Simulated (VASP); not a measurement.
A run of VASP 6.6.1:

The input INCAR:

```
  ALGO = Fast
  DIPOL = 0.5 0.5 0.500
  EDIFF = 1E-6
  ENCUT = 520
  GGA = PS
  IDIPOL = 3
  ISIF = 2
  ISMEAR = 1
  KPAR = 8
  LASPH = True
  LCHARG = True
  LDIPOL = True
  LREAL = False
  LVACPOTAV = True
  LVHAR = True
  LWAVE = False
  NELM = 60
  PREC = Accurate
  SIGMA = 0.1
```

Contents of KPOINTS:

```
k-points
0
Gamma
  10 10 1
```

File POSCAR:

```
CdO
1.0
    3.3226947650      0.0000000000      0.0000000000
    0.0000000000      3.3226947650      0.0000000000
    0.0000000000      0.0000000000     16.7475000026
Cd O
6 6
Direct
    0.5000000000      0.5000000000      0.1492760113
    1.0000000000      0.0000000000      0.2895656068
    0.5000000000      0.5000000000      0.4298552023
    1.0000000000      0.0000000000      0.5701447977
    0.5000000000      0.5000000000      0.7104343932
    1.0000000000      0.0000000000      0.8507239887
    1.0000000000      1.0000000000      0.1492760113
    0.5000000000      0.5000000000      0.2895656068
    1.0000000000      1.0000000000      0.4298552023
    0.5000000000      0.5000000000      0.5701447977
    1.0000000000      0.0000000000      0.7104343932
    0.5000000000      0.5000000000      0.8507239887
```

Potentials or basis: VASP PAW PBE potentials, release 64 (Cd, O).

Command:

```bash
$ cat potpaw_PBE.64/Cd/POTCAR potpaw_PBE.64/O/POTCAR > POTCAR
$ mpirun -np 8 vasp_std > vasp.out
```

Hardware: 8 MPI ranks on Intel(R) Xeon(R) Platinum 8175M CPU @ 2.50GHz (Skylake/Cascade Lake) (shared host).

Task: How long does it take, and how much memory?

Result: It took 2.2 min on 8 MPI ranks on Intel(R) Xeon(R) Platinum 8175M CPU @ 2.50GHz (Skylake/Cascade Lake), on a shared host, peak memory 0.42 GiB a rank. Counts: scf iterations 18, k points 21.
